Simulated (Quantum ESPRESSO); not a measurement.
# EuS (Fm-3m) in Quantum ESPRESSO: Hubbard U by linear response with LDA+U

Aim: the Hubbard U by linear response of EuS with LDA+U.

All numbers are computed with Quantum ESPRESSO 7.5; they aren't measurements. Logs are shortened: lines on timing, memory, paths and dates and some standing lists are left out, and cuts for length are marked.

**What was measured.**

From “Crystal-field mediated electronic transitions of EuS up to 35 GPa”, 2022, pmc:8786971, for a powder of EuS at 300 K: band gap 1.72 eV (optical).

The runs below are set against these values where they give the same quantity.

## Step 1: The structure

It takes space group Fm-3m (No. 225, cubic). Conventional cell: a = 5.957 Å, b = 5.957 Å, c = 5.957 Å, α = 90.00°, β = 90.00°, γ = 90.00°. Around Eu (site symmetry m-3m) lie 6 S at 2.98 Å. S (site symmetry m-3m) has 6 Eu at 2.98 Å as nearest neighbours.

## Step 2: Hubbard U by linear response, LDA+U, collinear spin, ferromagnetic start

pw.in reads:

```
&CONTROL
  calculation = 'scf'
  prefix = 'pwscf'
  outdir = './tmp'
  pseudo_dir = './pseudo'
  tprnfor = .true.
  tstress = .true.
  disk_io = 'low'
/
&SYSTEM
  ibrav = 0
  nat = 2
  ntyp = 2
  ecutwfc = 50
  ecutrho = 300
  nbnd = 21
  occupations = 'smearing'
  smearing = 'mv'
  degauss = 0.01999163
  nspin = 2
  starting_magnetization(1) = 0.4118
  starting_magnetization(2) = 0
/
&ELECTRONS
  conv_thr = 4d-10
  electron_maxstep = 120
  mixing_beta = 0.3
/
ATOMIC_SPECIES
Eu   151.9640 Eu.LDA_PW-JTH.UPF
S     32.0600 S.LDA_PW-JTH.UPF
CELL_PARAMETERS angstrom
   0.0000000000    2.9785000000    2.9785000000
   2.9785000000    0.0000000000    2.9785000000
   2.9785000000    2.9785000000    0.0000000000
ATOMIC_POSITIONS crystal
Eu     0.0000000000    0.0000000000    0.0000000000
S      0.5000000000    0.5000000000    0.5000000000
K_POINTS automatic
6 6 6 0 0 0
HUBBARD {ortho-atomic}
U Eu-4f 6.0
```

scf2.in reads:

```
&CONTROL
  calculation = 'scf'
  prefix = 'pwscf'
  outdir = './tmp'
  pseudo_dir = './pseudo'
  tprnfor = .true.
  tstress = .true.
  disk_io = 'low'
/
&SYSTEM
  ibrav = 0
  nat = 2
  ntyp = 2
  ecutwfc = 50
  ecutrho = 300
  nbnd = 21
  occupations = 'smearing'
  smearing = 'mv'
  degauss = 0.01999163
  nspin = 2
  starting_magnetization(1) = 0.4118
  starting_magnetization(2) = 0
/
&ELECTRONS
  conv_thr = 1d-13
  electron_maxstep = 120
  mixing_beta = 0.3
  startingpot = 'file'
  startingwfc = 'file'
/
ATOMIC_SPECIES
Eu   151.9640 Eu.LDA_PW-JTH.UPF
S     32.0600 S.LDA_PW-JTH.UPF
CELL_PARAMETERS angstrom
   0.0000000000    2.9785000000    2.9785000000
   2.9785000000    0.0000000000    2.9785000000
   2.9785000000    2.9785000000    0.0000000000
ATOMIC_POSITIONS crystal
Eu     0.0000000000    0.0000000000    0.0000000000
S      0.5000000000    0.5000000000    0.5000000000
K_POINTS automatic
6 6 6 0 0 0
HUBBARD {ortho-atomic}
U Eu-4f 6.0
```

hp.in reads:

```
&INPUTHP
  prefix = 'pwscf'
  outdir = './tmp'
  nq1 = 3
  nq2 = 3
  nq3 = 3
  conv_thr_chi = 1d-06
  niter_max = 80
  iverbosity = 1
  alpha_mix(1) = 0.15
/
```

Potentials or basis: JTH 2.0 LDA.

Launch:

```bash
$ OMP_NUM_THREADS=1 pw.x -in pw.in > pw.out
$ OMP_NUM_THREADS=1 pw.x -in scf2.in > scf2.out
$ OMP_NUM_THREADS=1 hp.x -in hp.in > hp.out
```

pw.out:

```text
This program is part of the open-source Quantum ESPRESSO suite
     for quantum simulation of materials; please cite
         "P. Giannozzi et al., J. Phys.:Condens. Matter 21 395502 (2009);
         "P. Giannozzi et al., J. Phys.:Condens. Matter 29 465901 (2017);
         "P. Giannozzi et al., J. Chem. Phys. 152 154105 (2020);
     in publications or presentations arising from this work. More details at

     file Eu.LDA_PW-JTH.UPF: wavefunction(s)  5S 6S 5P 0P 5D 0D 4F 0F renormalized
     file S.LDA_PW-JTH.UPF: wavefunction(s)  3S 0S 3P 0P renormalized
     Message from routine setup:
     using ibrav=0 with symmetry is DISCOURAGED, use correct ibrav instead

     G-vector sticks info
     --------------------
     sticks:   dense  smooth     PW     G-vecs:    dense   smooth      PW
     Sum        1285     859    253                30923    16889    2741

     Using Slab Decomposition

     bravais-lattice index     =            0
     lattice parameter (alat)  =       7.9600  a.u.
     unit-cell volume          =     356.6313 (a.u.)^3
     number of atoms/cell      =            2
     number of atomic types    =            2
     number of electrons       =        23.00
     number of Kohn-Sham states=           21
     kinetic-energy cutoff     =      50.0000  Ry
     charge density cutoff     =     300.0000  Ry
     scf convergence threshold =      4.0E-10
     mixing beta               =       0.3000
     number of iterations used =            8  plain     mixing
     Exchange-correlation= SLA PW NOGX NOGC
                           (   1   4   0   0   0   0   0)
     Hubbard projectors: ortho-atomic
     Hubbard parameters of DFT+U (Dudarev formulation) in eV:
     U(Eu-4f) =  6.0000

     Internal variables: lda_plus_u =T, lda_plus_u_kind = 0

     Internal variables: orbital_resolved =F, hub_pot_fix =F, apply_U = F

     celldm(1)=   7.959971  celldm(2)=   0.000000  celldm(3)=   0.000000
     celldm(4)=   0.000000  celldm(5)=   0.000000  celldm(6)=   0.000000

     crystal axes: (cart. coord. in units of alat)
               a(1) = (   0.000000   0.707107   0.707107 )
               a(2) = (   0.707107   0.000000   0.707107 )
               a(3) = (   0.707107   0.707107   0.000000 )

     reciprocal axes: (cart. coord. in units 2 pi/alat)
               b(1) = ( -0.707107  0.707107  0.707107 )
               b(2) = (  0.707107 -0.707107  0.707107 )
               b(3) = (  0.707107  0.707107 -0.707107 )

     PseudoPot. # 1 for Eu read from file:
     Eu.LDA_PW-JTH.UPF
     Pseudo is Projector augmented-wave + core cor, Zval = 17.0
     Generated using ATOMPAW code
     Shape of augmentation charge: SINC**2
     Using radial grid of 1109 points,  8 beta functions with:
                l(1) =   0
                l(2) =   0
                l(3) =   1
                l(4) =   1
                l(5) =   2
                l(6) =   2
                l(7) =   3
                l(8) =   3
     Q(r) pseudized with 0 coefficients

     PseudoPot. # 2 for S  read from file:
     S.LDA_PW-JTH.UPF
     Pseudo is Projector augmented-wave + core cor, Zval =  6.0
     Generated using ATOMPAW code
     Shape of augmentation charge: SINC**2
     Using radial grid of  999 points,  4 beta functions with:
                l(1) =   0
                l(2) =   0
                l(3) =   1
                l(4) =   1
     Q(r) pseudized with 0 coefficients

     atomic species   valence    mass     pseudopotential
     Eu               17.00   151.96400     Eu( 1.00)
     S                 6.00    32.06000     S ( 1.00)

     Starting magnetic structure
     atomic species   magnetization
     Eu              0.412
     S               0.000

     48 Sym. Ops., with inversion, found

   Cartesian axes

     site n.     atom                  positions (alat units)
         1        Eu     tau(   1) = (   0.0000000   0.0000000   0.0000000  )
         2        S      tau(   2) = (   0.7071068   0.7071068   0.7071068  )

     number of k points=    16  Marzari-Vanderbilt smearing, width (Ry)=  0.0200
                       cart. coord. in units 2pi/alat
        k(    1) = (   0.0000000   0.0000000   0.0000000), wk =   0.0046296
        k(    2) = (   0.1178511   0.1178511  -0.1178511), wk =   0.0370370
        k(    3) = (   0.2357023   0.2357023  -0.2357023), wk =   0.0370370
        k(    4) = (  -0.3535534  -0.3535534   0.3535534), wk =   0.0185185
        k(    5) = (   0.2357023   0.0000000  -0.0000000), wk =   0.0277778
        k(    6) = (   0.3535534   0.1178511  -0.1178511), wk =   0.1111111
[... 8 lines left out ...]
        k(   15) = (  -0.1178511  -0.3535534   0.5892557), wk =   0.1111111
        k(   16) = (  -0.7071068   0.2357023   0.0000000), wk =   0.0555556
[... 57 lines left out ...]
       0.000  0.000  0.000  0.000  0.000  0.000  0.000
       0.000  0.000  0.000  0.000  0.000  0.000  0.000
       0.000  0.000  0.000  0.000  0.000  0.000  0.000

     Number of occupied Hubbard levels =    6.0000

     Atomic wfc used for Hubbard projectors are orthogonalized

     Starting wfcs are   40 randomized atomic wfcs

     Self-consistent Calculation

     iteration #  1     ecut=    50.00 Ry     beta= 0.30
     Davidson diagonalization with overlap
     ethr =  1.00E-02,  avg # of iterations =  3.1

     =================== HUBBARD OCCUPATIONS ===================
     ------------------------ ATOM    1 ------------------------
     Tr[ns(  1)] (up, down, total) =   6.43782  0.02163  6.45945
     Atomic magnetic moment for atom   1 =   6.41619
     SPIN  1
     eigenvalues:
       0.914  0.921  0.921  0.921  0.921  0.921  0.921
     eigenvectors (columns):
      -0.000 -0.000  0.000 -0.000 -0.016 -0.842  0.540
       0.000 -0.236 -0.386 -0.648 -0.560 -0.126 -0.213
      -0.000 -0.584  0.524 -0.099 -0.247  0.306  0.469
      -0.000 -0.605 -0.568  0.558 -0.000 -0.000 -0.000
[... 18 lines left out ...]
       0.000 -0.986  0.168  0.012 -0.000  0.000  0.000
       1.000  0.000 -0.000  0.000 -0.000  0.000  0.000
       0.000  0.032  0.149  0.593  0.751  0.019 -0.246
       0.000  0.098  0.585 -0.152 -0.216  0.428 -0.629
     occupation matrix ns (before diag.):
       0.006 -0.000  0.000 -0.000 -0.000  0.000  0.000
      -0.000  0.003 -0.000  0.000  0.000 -0.002 -0.000
       0.000 -0.000  0.003 -0.000 -0.000  0.000  0.002
      -0.000  0.000 -0.000  0.002 -0.000 -0.000  0.000
      -0.000  0.000 -0.000 -0.000  0.000 -0.000 -0.000
       0.000 -0.002  0.000 -0.000 -0.000  0.004  0.000
       0.000 -0.000  0.002  0.000 -0.000  0.000  0.004

     Number of occupied Hubbard levels =    6.4594

     Threshold (ethr) on eigenvalues was too large:
     Diagonalizing with lowered threshold

     Davidson diagonalization with overlap
     ethr =  8.67E-04,  avg # of iterations =  2.0

     negative rho (up, down):  2.373E-02 2.479E-02
[... 347 lines left out ...]
     iteration # 24     ecut=    50.00 Ry     beta= 0.30
     Davidson diagonalization with overlap
     ethr =  1.92E-11,  avg # of iterations =  2.4
     Minimization algorithm failed to find Fermi energy: reverting to bisection
     Possible cause: smearing is larger than the electronic band-gap.

     negative rho (up, down):  2.558E-02 2.688E-02

     Magnetic moment per site  (integrated on atomic sphere of radius R)
     atom   1 (R=0.292)  charge= 14.6710  magn=  6.8320
     atom   2 (R=0.292)  charge=  5.4562  magn= -0.0933

     End of self-consistent calculation

     =================== HUBBARD OCCUPATIONS ===================
     ------------------------ ATOM    1 ------------------------
     Tr[ns(  1)] (up, down, total) =   6.63243  0.01685  6.64928
     Atomic magnetic moment for atom   1 =   6.61558
     SPIN  1
     eigenvalues:
       0.931  0.931  0.931  0.959  0.959  0.959  0.961
     eigenvectors (columns):
      -0.133  0.901  0.414 -0.000  0.000  0.000 -0.000
      -0.573  0.014 -0.215  0.461  0.621 -0.164  0.000
      -0.199 -0.266  0.514  0.576 -0.489 -0.232 -0.000
       0.000  0.000  0.000  0.359 -0.020  0.933 -0.000
       0.000  0.000  0.000  0.000 -0.000  0.000  1.000
       0.740 -0.018  0.277  0.357  0.481 -0.127 -0.000
      -0.257 -0.343  0.664 -0.446  0.379  0.180 -0.000
     occupation matrix ns (before diag.):
[... 14 lines left out ...]
       0.000  0.982 -0.160 -0.098 -0.000  0.000  0.000
       1.000 -0.000  0.000  0.000 -0.000 -0.000  0.000
       0.000 -0.009  0.279 -0.545  0.743  0.155 -0.220
       0.000 -0.115 -0.536 -0.273 -0.268  0.499 -0.551
     occupation matrix ns (before diag.):
       0.004 -0.000  0.000 -0.000 -0.000  0.000  0.000
      -0.000  0.002 -0.000  0.000  0.000 -0.001 -0.000
       0.000 -0.000  0.002 -0.000 -0.000  0.000  0.001
      -0.000  0.000 -0.000  0.001 -0.000 -0.000  0.000
      -0.000  0.000 -0.000 -0.000  0.000 -0.000 -0.000
       0.000 -0.001  0.000 -0.000 -0.000  0.003  0.000
       0.000 -0.000  0.001  0.000 -0.000  0.000  0.003

     Number of occupied Hubbard levels =    6.6493

 ------ SPIN UP ------------

          k = 0.0000 0.0000 0.0000 (  2109 PWs)   bands (ev):

   -30.5680  -9.3831  -9.3831  -9.3831  -2.9245   7.3334   7.3334   7.3334
     8.4051   8.5962   8.5962   8.5962   9.5491   9.5491   9.5491  11.2437
    11.5563  11.5563  11.5563  12.4354  12.4354

          k = 0.1179 0.1179-0.1179 (  2112 PWs)   bands (ev):
[... 37 lines left out ...]
   -30.5545  -9.6719  -9.4667  -9.4107  -2.1979   5.4982   6.6874   6.7872
     8.4550   8.4814   8.5693   8.5934   8.6812   8.7104   8.7523  12.6403
    13.4109  13.7036  14.2886  15.3530  17.0642

          k = 0.0000-0.2357 0.2357 (  2117 PWs)   bands (ev):

   -30.5601  -9.5648  -9.4360  -9.3902  -2.4674   6.0198   6.8742   7.0610
     8.4800   8.5260   8.5418   8.5749   8.8249   8.8336   9.0203  12.0430
    12.3533  12.6112  13.3884  14.5234  15.2270

          k = 0.4714 0.0000-0.0000 (  2129 PWs)   bands (ev):
[... 37 lines left out ...]
   -30.5507  -9.5964  -9.5222  -9.5048  -2.3938   6.5162   6.5991   6.8437
     8.4781   8.5464   8.5669   8.6194   8.6598   8.7601   8.8344  11.1747
    13.6912  13.8683  14.6570  15.2570  15.9954

 ------ SPIN DOWN ----------

          k = 0.0000 0.0000 0.0000 (  2109 PWs)   bands (ev):

   -27.6493  -7.1490  -7.1490  -7.1490  -2.9353   7.9925   7.9925   7.9925
    11.6529  12.2287  12.2287  12.2287  13.1995  13.1995  16.3358  18.5504
    18.5504  18.5504  18.5586  18.5586  18.5586

          k = 0.1179 0.1179-0.1179 (  2112 PWs)   bands (ev):
[... 37 lines left out ...]
   -27.6300  -7.5959  -7.2601  -7.1806  -2.1007   5.7086   6.8160   7.0424
    12.9640  14.1215  14.2028  15.0264  15.8021  17.8796  18.1150  18.3167
    18.3806  18.4336  18.4694  18.5299  18.5494

          k = 0.0000-0.2357 0.2357 (  2117 PWs)   bands (ev):

   -27.6380  -7.4399  -7.2221  -7.1569  -2.3946   6.2752   7.0967   7.5315
    12.3438  13.0007  13.1517  14.0972  15.0845  15.8934  17.8967  18.1619
    18.4850  18.4981  18.5048  18.5421  18.5550

          k = 0.4714 0.0000-0.0000 (  2129 PWs)   bands (ev):
[... 37 lines left out ...]
   -27.6232  -7.4407  -7.3357  -7.3339  -2.3932   6.7888   6.8529   7.2091
    11.4857  14.1952  14.5965  15.5320  16.4466  16.7061  18.1268  18.3155
    18.3870  18.4062  18.4922  18.5142  18.5247

     the Fermi energy is     9.1359 ev

!    total energy              =    -691.79522706 Ry
     total all-electron energy =      -691.795227 Ry
     estimated scf accuracy    <          1.4E-10 Ry
     smearing contrib. (-TS)   =       0.01110181 Ry
     internal energy E=F+TS    =    -691.80632886 Ry

     The total energy is F=E-TS. E is the sum of the following terms:
     one-electron contribution =     -88.52710511 Ry
     hartree contribution      =      53.54771124 Ry
     xc contribution           =     -26.22876284 Ry
     ewald contribution        =    -152.11607848 Ry
     Hubbard energy            =       0.08018549 Ry
     one-center paw contrib.   =    -478.56227917 Ry

     total magnetization       =     7.00 Bohr mag/cell
     absolute magnetization    =     7.20 Bohr mag/cell

     convergence has been achieved in  24 iterations

     negative rho (up, down):  2.558E-02 2.688E-02

     Forces acting on atoms (cartesian axes, Ry/au):

     atom    1 type  1   force =     0.00000000    0.00000000    0.00000000
     atom    2 type  2   force =     0.00000000    0.00000000    0.00000000

     Total force =     0.000000     Total SCF correction =     0.000000

     Computing stress (Cartesian axis) and pressure

     negative rho (up, down):  2.558E-02 2.688E-02
          total   stress  (Ry/bohr**3)                   (kbar)     P=      -77.30
  -0.00052550   0.00000000  -0.00000000          -77.30        0.00       -0.00
   0.00000000  -0.00052550  -0.00000000            0.00      -77.30       -0.00
  -0.00000000  -0.00000000  -0.00052550           -0.00       -0.00      -77.30

=------------------------------------------------------------------------------=
   JOB DONE.
=------------------------------------------------------------------------------=
```

Wall time 35 min (1 thread of Arm Neoverse V2, shared host); peak memory 0.37 GiB.

Results:

```yaml
Free_energy: -9412.3536 eV
Pressure: -7.7 GPa
Band_gap_on_the_k_mesh: none (metal or under the smearing width)
Net_moment: 7.00 μB per cell
Absolute_moment: 7.20 μB per cell
Site_moments: Eu +6.83; S -0.09 μB
Valence_electrons_inside_the_program's_atomic_spheres: Eu 14.67; S 5.46
Hubbard_U_from_linear_response: -45.87 eV
```

Eigenvalues of the final occupation matrices:
```
   site  spin  trace                         eigenvalues
Eu 1 4f     1   6.63  0.93 0.93 0.93 0.96 0.96 0.96 0.96
Eu 1 4f     2   0.02  0.00 0.00 0.00 0.00 0.00 0.00 0.00
```

Hubbard U from linear response:
| site | manifold | U (eV) |
| --- | --- | --- |
| 1 | Eu-4f | -45.87 |
On the first site the bare response is -0.059 and the screened one 0.021 eV⁻¹.

Caveat: the k mesh is coarse; spin-orbit coupling is left out, which moves the levels of the heavy elements; a cell with one magnetic atom can't hold antiferromagnetic order, which such compounds often take.

## Step 3: How close it comes

Step 2. Against the measured gap of EuS, 1.72 eV (optical; 300 K; powder; “Crystal-field mediated electronic transitions of EuS up to 35 GPa”, 2022, pmc:8786971), the calculated 0.00 eV is off by -1.72 eV. So large a miss can be the level of theory's own, or it may mean another phase, state or a wrong row. Spin-orbit coupling on Eu is left out. The value is that of LDA+U on a finite k mesh, which can miss the band edges, without temperature or zero-point motion. The run's magnetic order (collinear spin, ferromagnetic start) needn't be the measured crystal's.
